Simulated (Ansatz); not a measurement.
# TiC (Fm-3m) in Ansatz: further runs

One crystal, TiC, is run at these levels: PBEsol, HSE06, PBE0; tasks: single point.

Program: Ansatz 0.2.0. These are calculated values, not measurements. Logs are shortened: lines on timing, memory, paths and dates and some standing lists are left out, and cuts for length are marked.

**1. The crystal as given**

Symmetry: Fm-3m, No. 225, cubic system. Conventional cell: a = 4.331 Å, b = 4.331 Å, c = 4.331 Å, α = 90.00°, β = 90.00°, γ = 90.00°. Ti (site symmetry m-3m) has 6 C at 2.17 Å as nearest neighbours. C (site symmetry m-3m) is surrounded by 6 Ti at 2.17 Å.

The cell is a database's computed one.

**2. Single point, PBEsol**

input.yaml reads:

```yaml
crystal:
  lattice:
    - [0.0, 2.1657188437, 2.1657188437]
    - [2.1657188437, 0.0, 2.1657188437]
    - [2.1657188437, 2.1657188437, 0.0]
  atoms:
    - { symbol: Ti, position: [0.0, 0.0, 0.0] }
    - { symbol: C, position: [0.5, 0.5, 0.5] }
kpoints:
  mp_grid: { grid: [8, 8, 8] }
scf:
  occupations: { method: fermi_dirac, width: 0.05 }
hamiltonian:
  xc: pbesol
  pseudopotentials: { kind: all_electron, datasets: crystal }
output:
  forces: true
  stress: true
  eigenvalues: true
  elf: true
  volumetric_format: npy
```

Potentials or basis: all-electron PAW datasets made for the crystal.

The run is started by

```sh
$ ansatz run input.yaml --threads 2 --pin off --max-ram 8192MiB --backend cpu --events-out ev --progress --plain --runs-dir out
```

Output:

```text
Warning: RAYON_NUM_THREADS=2 ignored (pool sized by the plan → 2); use --threads N
hamiltonian.pseudopotentials.datasets: crystal makes datasets for this crystal and solves the spheres of its atoms anew in each pass: cutoff 340.0 eV, the density's 1360.0 eV; for an error of 0.50 meV an atom under PBE, 1.0 meV for the cell; an energy difference from a run of another recipe may be off by several times the error for the cell, under r2SCAN by more, where some 0.1 meV an atom stays at smaller errors; C in spheres of 0.953 Å, 4 of its electrons in bands; Ti in spheres of 1.207 Å, 12 of its electrons in bands
Engine: ansatz 0.2.0, aarch64-unknown-linux-gnu
Pseudopotentials: kind: all_electron
Pseudopotential: Ti, paw, valence charge 12, recommended cutoff 340 eV (normal), crystal/all_electron/pbesol/scalar/gaussian/Ti, Koelling and Harmon's equation, gaussian nucleus
Pseudopotential: C, paw, valence charge 4, recommended cutoff 340 eV (normal), crystal/all_electron/pbesol/scalar/gaussian/C, Koelling and Harmon's equation, gaussian nucleus
Functional definition: PBEsol
  exchange = pbesol_x
  correlation = pbesol_c
Crystal: 2 atoms, lattice volume = 20.316 Å³
Basis set: ecut = 340 eV, 283 PW (Γ), exchange–correlation on 40×40×40 points (8 copies of the dense FFT grid, shifted against one another)
Bands: 12, of which v1, the nominal top of the filled ones, is band 8 counted from 1 (7 counted from 0)
Symmetry: 48 space group operations
Space group: Fm-3m (ITA 225), of the structure as read, at distance tolerance 2.7e-5 Å
k-points: 29 of 512
Non-local potential: Ti, projectors of the file, l = 0: 2, l = 1: 2, l = 2: 2
Non-local potential: C, projectors of the file, l = 0: 1, l = 1: 1
PAW form: soft (Blöchl's): semilocal exchange-correlation on the pseudo side does not see the compensation charge
PAW one-centre angular grid: Ti, 590 points (default); XC on its mesh's 1907 points in the sphere
PAW one-centre angular grid: C, 110 points (default); XC on its mesh's 1953 points in the sphere
Initial density: superposition of atomic densities (neutral atoms: chi_scale 0, normalization atom)
Initial wavefunctions: pseudopotential atomic-orbital guess
Functional: x = pbesol(κ = 0.804, μ = 0.12345679012345678), c = pbesol(β = 0.046)
iter 1 solved again at ethr=6.63e-2 eV; its pass at ethr=1.00e-1 eV (dr2=1.06e1 eV) is discarded
SCF iter   1: F=—  HF=-24244.048709 eV  |F-HF|=—  |Δ(HF+E_count)|=         —  Δρ=2.03e-1  dr2=1.06e1  ethr=6.63e-2  ⟨swp⟩=2.0  Hψ=1736  notcnv=0
preconditioner: auto → none  [insulator: Δε(μ)=0.690 eV  Ē_g=20.563 eV  σ=0.050 eV  W_gap=0.58  n_scr=8 (ndim 8)  ℏωp=30.8 eV  f_vac=0.000  D(μ)=0.31/eV (n_scr^D=0)  ε∞_Penn≈3.2]
SCF iter   2: F=—  HF=-24244.892330 eV  |F-HF|=—  |Δ(HF+E_count)|=   8.44e-1  Δρ=2.61e-1  dr2=1.63e1  ethr=6.63e-2  ⟨swp⟩=3.9  Hψ=977  notcnv=0
iter 3 solved again at ethr=3.88e-4 eV; its pass at ethr=6.63e-2 eV (dr2=6.21e-2 eV) is discarded
SCF iter   3: F=—  HF=-24241.993955 eV  |F-HF|=—  |Δ(HF+E_count)|=    2.90e0  Δρ=2.45e-2  dr2=5.55e-2  ethr=3.88e-4  ⟨swp⟩=3.1  Hψ=1622  notcnv=0  defer=1
eigensolver tolerance schedule: the retry pair's looser diagonalisation over-reported the residual by 0.12 of it (diagonalisation noise at 0.12 of the residual, at the tolerance the schedule requests for it); recorded, not acted on — ethr = c·dr2/N_el stays at c = 1.0e-1
SCF iter   4: F=—  HF=-24242.010660 eV  |F-HF|=—  |Δ(HF+E_count)|=   1.67e-2  Δρ=1.24e-2  dr2=2.24e-2  ethr=3.47e-4  ⟨swp⟩=3.0  Hψ=872  notcnv=0
SCF iter   5: F=—  HF=-24242.015996 eV  |F-HF|=—  |Δ(HF+E_count)|=   5.34e-3  Δρ=9.01e-3  dr2=1.55e-2  ethr=1.40e-4  ⟨swp⟩=2.0  Hψ=746  notcnv=0
SCF iter   6: F=—  HF=-24242.012045 eV  |F-HF|=—  |Δ(HF+E_count)|=   3.95e-3  Δρ=3.75e-4  dr2=2.16e-5  ethr=9.70e-5  ⟨swp⟩=3.2  Hψ=782  notcnv=0
SCF iter   7: F=—  HF=-24242.013129 eV  |F-HF|=—  |Δ(HF+E_count)|=   1.08e-3  Δρ=3.02e-4  dr2=5.30e-6  ethr=1.35e-7  ⟨swp⟩=3.9  Hψ=965  notcnv=0  defer=1
SCF iter   8: F=—  HF=-24242.013135 eV  |F-HF|=—  |Δ(HF+E_count)|=   5.40e-6  Δρ=8.05e-5  dr2=9.48e-7  ethr=3.31e-8  ⟨swp⟩=3.0  Hψ=620  notcnv=0  defer=1
SCF iter   9: F=—  HF=-24242.013135 eV  |F-HF|=—  |Δ(HF+E_count)|=   2.27e-7  Δρ=4.68e-5  dr2=4.20e-7  ethr=5.92e-9  ⟨swp⟩=3.0  Hψ=623  notcnv=0  defer=1
SCF iter  10: F=—  HF=-24242.013135 eV  |F-HF|=—  |Δ(HF+E_count)|=   1.09e-7  Δρ=1.78e-5  dr2=6.50e-8  ethr=2.63e-9  ⟨swp⟩=2.6  Hψ=607  notcnv=0  defer=1
SCF iter  11: F=-24242.013135 eV  HF=-24242.013135 eV  |F-HF|=3.02e-10  |Δ(HF+E_count)|=   1.50e-8  Δρ=1.59e-6  dr2=4.88e-10  ethr=4.06e-10  ⟨swp⟩=3.5  Hψ=696  notcnv=0  defer=1
SCF 1 converged in 11 iterations: F = -24242.013133 eV  dr2 = 4.88e-10
  Residual-converged pass: ⟨swp⟩=3.4  Hψ=716  notcnv=0  max |occ|·‖R‖ = 5.2e-6 eV (tolerance 5.3e-6 eV)  dr2=5.38e-10  dr2_onsite=1.39e-10  max |Δocc| = 3.0e-11
SCF converged after 11 iterations
Free energy (F): -24242.013133 eV
Harris-Foulkes:  -24242.013133 eV  (|F-HF|=3.02e-10)
Internal energy: -24242.010413 eV  (E = F + TS)
E sigma→0 (E₀):  -24242.011773 eV
Entropy (-TS):   -0.002719 eV (-1.360 meV/atom)
Past the cutoff: the bands carry plane waves up to 1.75 times it, of which those up to 1.5 times it add -0.000357 eV an atom, each by itself; the spheres take 0.000155 eV an atom off the energy for waves past 1.75 times it
By the cutoff:   a pressure is off by up to 0.007 GPa (1.2 times the spheres' own share and the shells' term, over an atom's volume, and 0.004 GPa: a bound that held against runs at twice the plane waves)
Past the cutoffs: a stress includes 0.0018 GPa for waves and charges beyond them, in addition to the slope of what the spheres take
In the spheres:  the bands' charges fall short by 1.4e-6 e at most (sound up to 1e-3)
Fermi energy:    14.975829 eV
--- Per-component energies (eV) ---
  E_band       = -104.216214
  E_kinetic    = 258.751483
  E_local      = -642.282430  (includes V_loc(G=0)·N_el)
  E_nonlocal   = 8.674944
  E_hartree    = 325.550277
  E_xc         = -112.034648
  E_vxc        = -146.446571  (∫ρ·V_xc dr)
  E_paw        = -24463.015846  (= ΣΔE_a)
  E_vpaw       = -2009.623228  (= ΣTr[D̂ρ^β])
  E_ewald      = -1393.263931
  E_smearing   = -0.002719  (= −TS)
  E_closure    = 1775.609738  (closes the sum)
  Σ components = -24242.013133   (vs F -24242.013133, Δ=0.00e0)
  The terms above E_closure are by the made datasets' own strengths, without shells solved beside the bands.
--- Forces (eV/Å), atoms counted from 1 ---
  atom   1  Ti    -0.00000000     0.00000000    -0.00000000
  atom   2  C      0.00000000     0.00000000     0.00000000
  max |Σ_I F_I| component: 3.81e-30 eV/Å
--- Stress (GPa, compression-positive) ---
       -6.740432       0.000000       0.000000
       -0.000000      -6.740432       0.000000
        0.000000      -0.000000      -6.740432
  P = ⅓ Tr σ = -6.7404 GPa (-67.404 kbar)
--- Band table (eV; the first three rows and the last of 29) ---
  k-point 0: bands = ["-41.2696", "-17.4087", "-17.4087", "-17.4087", "2.6497", "15.6908", "15.6908", "15.6908", "16.7270", "16.7270"]
  k-point 1: bands = ["-41.2587", "-17.4860", "-17.4160", "-17.4160", "3.0018", "14.3800", "14.7441", "14.7441", "16.1203", "16.1203"]
  k-point 2: bands = ["-41.2321", "-17.6688", "-17.4335", "-17.4335", "3.9717", "12.2754", "13.3312", "13.3312", "16.7823", "16.7823"]
  k-point 28: bands = ["-41.1693", "-17.7197", "-17.7197", "-17.5892", "5.5651", "11.8596", "11.8596", "12.3166", "17.8217", "17.8217"]
```

It took 2.4 s on 2 threads of Arm Neoverse V2, shared host; peak memory 0.34 GiB.

What came out:

```yaml
Free_energy: -24242.0131 eV
Pressure: -6.7 GPa
Band_gap_on_the_k_mesh: none (metal or under the smearing width)
```

Levels at points of the mesh, in eV from the Fermi level:
| k point | band 4 | band 5 | band 6 | band 7 | band 8 | band 9 | band 10 |
| --- | --- | --- | --- | --- | --- | --- | --- |
| (0.00, 0.00, 0.00) | -32.38 | -12.33 | 0.72 | 0.72 | 0.72 | 1.75 | 1.75 |
| (0.00, 0.00, -0.50) | -32.43 | -8.79 | -5.83 | -2.85 | -2.85 | 2.98 | 2.98 |
| (0.00, -0.50, -0.50) | -32.56 | -10.02 | -3.39 | -1.63 | 0.02 | 0.02 | 2.80 |

Caveat: the k mesh is thin for a metal, which can move the energy by tens of meV per atom.

**3. Single point, HSE06**

Changes to input.yaml since step 2:

```diff
@@ -13,3 +13,3 @@
 hamiltonian:
-  xc: pbesol
+  xc: hse06
   pseudopotentials: { kind: all_electron, datasets: crystal }
@@ -18,4 +18 @@
   stress: true
-  eigenvalues: true
-  elf: true
-  volumetric_format: npy
```

Potentials or basis: all-electron PAW datasets made for the crystal.

The run is started by

```sh
$ ansatz run input.yaml --threads 2 --pin off --max-ram 8192MiB --backend cpu --events-out ev --progress --plain --runs-dir out
```

Wall time 4.2 min (2 threads of Arm Neoverse V2, shared host); peak memory 1.1 GiB.

It converged, with:

| Item | Value |
| --- | --- |
| Free energy | -24271.3357 eV |
| Pressure | -5.0 GPa |
| Band gap on the k mesh | none (metal or under the smearing width) |

Levels at points of the mesh, in eV from the Fermi level:
```tsv
k point	band 6	band 7	band 8	band 9	band 10
(0.00, 0.00, 0.00)	1.37	1.37	1.37	1.92	1.92
(0.00, 0.00, -0.50)	-6.79	-3.46	-3.46	4.02	4.02
(0.00, -0.50, -0.50)	-4.22	-1.45	-0.18	-0.18	3.29
```

Caveat: the k mesh is thin for a metal, which can move the energy by tens of meV per atom.

**4. Single point, PBE0**

Changes to input.yaml since step 3:

```diff
@@ -13,3 +13,3 @@
 hamiltonian:
-  xc: hse06
+  xc: pbe0
   pseudopotentials: { kind: all_electron, datasets: crystal }
```

The run is started by

```sh
$ ansatz run input.yaml --threads 2 --pin off --max-ram 8192MiB --backend cpu --events-out ev --progress --plain --runs-dir out
```

Run time: 4.3 min. Hardware: 2 threads of Arm Neoverse V2, shared host; peak memory 1.1 GiB.

Results (log left out):

| Quantity | Value |
| --- | --- |
| Free energy | -24271.5972 eV |
| Pressure | -5.2 GPa |
| Band gap on the k mesh | none (metal or under the smearing width) |

Levels at points of the mesh, in eV from the Fermi level:
```
             k point  band 4  band 5  band 6  band 7  band 8  band 9  band 10
  (0.00, 0.00, 0.00)  -36.10  -14.57    1.73    1.73    1.73    2.19     2.19
 (0.00, 0.00, -0.50)  -36.15  -10.69   -7.18   -3.83   -3.83    4.45     4.45
(0.00, -0.50, -0.50)  -36.29  -12.02   -4.58   -1.66   -0.40   -0.40     3.65
```

Caveat: the k mesh is thin for a metal, which can move the energy by tens of meV per atom.

**5. Overview**

| level | cutoff (eV) | gap on the mesh (eV) | pressure (GPa) |
| --- | --- | --- | --- |
| PBEsol | 340 | none | -6.7 |
| HSE06 | 380 | none | -5.0 |
| PBE0 | 380 | none | -5.2 |

Alike in all rows: task single point; potentials or basis all-electron PAW datasets made for the crystal; no spin polarisation; cell as given; k mesh 8 × 8 × 8; smearing fermi-dirac 0.05 eV.

Every run on the cell as given and a fine mesh finds a metal. The pressure there spans -6.7 GPa (PBEsol) to -5.0 GPa (HSE06); a positive pressure means that this level wants a larger cell, a negative one a smaller.

Caveats: the k mesh is thin for a metal, which can move the energy by tens of meV per atom.

Compare energies only between runs with the same functional and basis.
